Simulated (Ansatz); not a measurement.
**Optical constants of ZnS**

All numbers below come from Ansatz, DFT PBE, scalar-relativistic, plane waves, PAW. Plane waves to 420 eV; Γ-centred k mesh 10×10×10; Gaussian smearing of 0.01 eV. No spin polarisation.

The cell, relaxed at this level:
```yaml
crystal:
  lattice:
    - [0.00000, 2.72170, 2.72170]
    - [2.72170, 0.00000, 2.72170]
    - [2.72170, 2.72170, 0.00000]
  atoms:
    - { symbol: Zn, position: [0.00000, 0.00000, 0.00000] }
    - { symbol: S, position: [0.75000, 0.75000, 0.75000] }
```

Independent-particle response (no local fields, no excitons) on a 14×14×14 mesh, broadened by 0.1 eV. Light polarised along y. The bands above those solved add 0.09 to ε₁ at zero frequency; that share is added as a constant.

Question: Tabulate ε₁ and ε₂ against photon energy.

Answer:
```
E (eV)     ε₁     ε₂
   0.2   6.32   0.00
   0.6   6.39   0.00
   1.0   6.52   0.00
   1.4   6.75   0.00
   1.8   7.17   0.00
   2.2   7.80   0.63
   2.6   7.88   1.04
   3.0   8.19   1.33
   3.4   8.81   1.73
   3.8  10.05   2.60
   4.2   9.35   6.74
   4.6   7.34   5.86
   5.0   7.59   5.35
   5.4   9.68   5.58
   5.8  12.54  17.74
   6.2  -0.67  11.79
   6.6  -1.10   7.62
   7.0   0.96   6.08
   7.4   0.20  10.27
   7.8  -2.03   8.66
   8.2  -3.14   6.06
   8.6  -2.86   4.67
   9.0  -2.75   3.69
   9.4  -2.31   2.76
   9.8  -1.61   2.42
  10.2  -1.10   2.64
  10.6  -1.82   2.59
  11.0  -1.67   1.82
  11.4  -1.17   1.50
  11.8  -0.99   1.58
```

Question: Where is the highest local maximum of ε₂ between 0.3 and 12 eV?

Answer: At 5.9 eV, where ε₂ = 21.0.

Question: How do the static value and the gaps compare?

Answer: ε₁(0) = 6.32; on the self-consistent k mesh the Kohn–Sham gap is 2.02 eV and the least direct gap 2.02 eV.

Cost: 1 run of about 0.2 core-minutes, on AMD EPYC 9R45 (Zen 5) (shared hosts).